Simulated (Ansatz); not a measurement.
# Nickel, simple cubic under m-r²SCAN: from relaxation to bulk modulus, part 3 of 3

The plan for nickel in the simple cubic structure: relax it, solve it on a dense k-mesh, then scale the cell to 7 volumes from 88 to 112 % of the relaxed one and try a fit of the equation of state. The start is antiferromagnetic (G-type). The k-meshes are 12×12×12 for the relaxation; 19×19×19 for the dense run; 13×13×13 for the volumes.

Ansatz 0.2.0; DFT, m-r2SCAN, plane waves (500 eV) with PAW, scalar-relativistic. Earlier steps stand in the parts before.

### Step 8. The cell scaled to 104 % of its volume

This is Ni in the simple cubic structure; at room conditions it is fcc.

Input file input.yaml:

```yaml
crystal:
  lattice:
    - [0.0, 2.3206160447, 2.3206160447]
    - [2.3206160447, 0.0, 2.3206160447]
    - [2.3206160447, 2.3206160447, 0.0]
  atoms:
    - { symbol: Ni, position: [0.0, 0.0, 0.0], spin: -0.388 }
    - { symbol: Ni, position: [0.5, 0.5, 0.5], spin: -0.388 }
hamiltonian:
  xc: mr2scan
  pseudopotentials:
    kind: paw
    azcp:
      Ni: "pseudopotentials/Ni.paw.azcp"
basis:
  ecutwfc: 500
  fft_grid_basis: typed
kpoints:
  mp_grid: { grid: [13, 13, 13], shift: [0, 0, 0] }
magnetization:
  spin_polarized: true
scf:
  occupations: { method: fermi_dirac, width: 0.05 }
  lower_state_search: "off"
output:
  stress: true
```

The program printed, shortened:

```text
Warning: RAYON_NUM_THREADS=2 ignored (pool sized by the plan → 2); use --threads N
[...]
Pseudopotentials: kind: paw
Pseudopotential: Ni, paw, valence charge 18, recommended cutoff 500 eV (meta_gga), <dir>
Functional definition: m-r2SCAN
[...]
Crystal: 2 atoms, lattice volume = 24.994 Å³
Basis set: ecut = 500 eV, 609 PW (Γ), exchange–correlation on 96×96×96 points (64 copies of the dense FFT grid, shifted against one another)
[...]
Spin contamination: 0.0033 ħ² per cell (⟨S²⟩ above its minimum at these occupations)
Per-site moments (μB) at R_I (Å): [(-0.4450333495980544, 0.95725411843875), (-0.44503334959805424, 0.95725411843875)]
Free energy (F): -11688.927732 eV
[...]
E sigma→0 (E₀):  -11688.913055 eV
Entropy (-TS):   -0.029354 eV (-14.677 meV/atom)
Fermi energy:    14.971993 eV
[...]
--- Stress (GPa, compression-positive) ---
       -5.515492       0.000000      -0.000000
        0.000000      -5.515492      -0.000000
        0.000000      -0.000000      -5.515492
  P = ⅓ Tr σ = -5.5155 GPa (-55.155 kbar)
```

It took 6.2 s on 2 threads of Intel Xeon 6975P-C (Granite Rapids), shared host; peak memory 0.46 GiB.

### Step 9. The cell scaled to 108 % of its volume

input.yaml: that of step 8 with these lines changed.

```diff
@@ -2,5 +2,5 @@
   lattice:
-    - [0.0, 2.3206160447, 2.3206160447]
-    - [2.3206160447, 0.0, 2.3206160447]
-    - [2.3206160447, 2.3206160447, 0.0]
+    - [0.0, 2.3499940501, 2.3499940501]
+    - [2.3499940501, 0.0, 2.3499940501]
+    - [2.3499940501, 2.3499940501, 0.0]
   atoms:
@@ -26 +26,5 @@
   stress: true
+  write_density: true
+  write_potential: true
+  elf: true
+  volumetric_format: npy
```

The program printed, shortened:

```text
Warning: RAYON_NUM_THREADS=2 ignored (pool sized by the plan → 2); use --threads N
[...]
Pseudopotentials: kind: paw
Pseudopotential: Ni, paw, valence charge 18, recommended cutoff 500 eV (meta_gga), <dir>
Functional definition: m-r2SCAN
[...]
Crystal: 2 atoms, lattice volume = 25.956 Å³
Basis set: ecut = 500 eV, 645 PW (Γ), exchange–correlation on 100×100×100 points (64 copies of the dense FFT grid, shifted against one another)
[...]
Free energy (F): -11688.880014 eV
[...]
E sigma→0 (E₀):  -11688.864492 eV
Entropy (-TS):   -0.031045 eV (-15.522 meV/atom)
Fermi energy:    14.238268 eV
[...]
--- Stress (GPa, compression-positive) ---
      -10.199852       0.000000      -0.000000
        0.000000     -10.199852      -0.000000
       -0.000000      -0.000000     -10.199852
  P = ⅓ Tr σ = -10.1999 GPa (-101.999 kbar)
--- Band table (eV; the first three rows and the last of 168) ---
[... band rows left out ...]
[...]
```

Wall time 10 s (2 threads of Intel Xeon 6975P-C (Granite Rapids), shared host); peak memory 0.48 GiB.

### Step 10. The cell scaled to 112 % of its volume

input.yaml: that of step 9 with these lines changed.

```diff
@@ -2,5 +2,5 @@
   lattice:
-    - [0.0, 2.3499940501, 2.3499940501]
-    - [2.3499940501, 0.0, 2.3499940501]
-    - [2.3499940501, 2.3499940501, 0.0]
+    - [0.0, 2.3786553388, 2.3786553388]
+    - [2.3786553388, 0.0, 2.3786553388]
+    - [2.3786553388, 2.3786553388, 0.0]
   atoms:
```

The program printed, shortened:

```text
Warning: RAYON_NUM_THREADS=2 ignored (pool sized by the plan → 2); use --threads N
[...]
Pseudopotentials: kind: paw
Pseudopotential: Ni, paw, valence charge 18, recommended cutoff 500 eV (meta_gga), <dir>
Functional definition: m-r2SCAN
[...]
Crystal: 2 atoms, lattice volume = 26.917 Å³
Basis set: ecut = 500 eV, 701 PW (Γ), exchange–correlation on 100×100×100 points (64 copies of the dense FFT grid, shifted against one another)
[...]
Free energy (F): -11688.807412 eV
[...]
E sigma→0 (E₀):  -11688.790847 eV
Entropy (-TS):   -0.033130 eV (-16.565 meV/atom)
Fermi energy:    13.562232 eV
[...]
--- Stress (GPa, compression-positive) ---
      -13.845586      -0.000000       0.000000
        0.000000     -13.845586      -0.000000
        0.000000      -0.000000     -13.845586
  P = ⅓ Tr σ = -13.8456 GPa (-138.456 kbar)
--- Band table (eV; the first three rows and the last of 168) ---
[... band rows left out ...]
[...]
```

It took 9.5 s on 2 threads of Intel Xeon 6975P-C (Granite Rapids), shared host; peak memory 0.49 GiB.

### Step 11. Fitting the volumes

All volumes keep the relaxed shape and fractional coordinates.

```
V (Å³/atom)  E − E₀ (meV/atom)  P from the stress (GPa)  P from the fit (GPa)  largest moment (μB)
     10.574              118.1                    29.28                 29.24                 0.34
     11.055               49.0                    17.36                 17.29                 0.37
     11.536               11.9                     7.92                  7.84                 0.40
     12.016                0.0                     0.43                  0.34                 0.42
     12.497                8.3                    -5.52                 -5.62                 0.45
     12.978               32.6                   -10.20                -10.35                 0.47
     13.458               69.4                   -13.85                -14.10                 0.51
```

Fit (Birch-Murnaghan, third order): V₀ = 12.041 Å³/atom, B₀ = 165 GPa, B₀′ = 4.8, largest residual 0.05 meV/atom.

The fit is made to E(σ → 0), while the stress belongs to the free energy F; that is one source of the offset between the two pressures.

### Step 12. Summary of results

This closing draws on all 3 parts.

| quantity | value |
| --- | --- |
| space group (spins left aside) | Pm-3m (No. 221) |
| conventional cell | a = 2.290 Å |
| volume | 12.016 Å³/atom |
| shortest distance | 2.290 Å |
| gap on the mesh | none (levels filled in part) |
| magnetic state | ferromagnetic, up to 0.39 μB per atom |
| relative to fcc, ferromagnetic | +759 meV/atom |
| V₀, B₀, B₀′ | 12.041 Å³/atom, 165 GPa, 4.8 |

In words: The relaxation enlarged the cell by 1.7 % in volume. Against the reference form of nickel (fcc, ferromagnetic, computed apart with the same settings) it stands 759 meV/atom higher, so it is far from stable. The final state is ferromagnetic (largest moment 0.39 μB). That is not the order it started in. No gap shows: it is a metal or semimetal at this level. B₀ comes out at 165 GPa. Relaxation kept the symmetry; phonons were not checked.
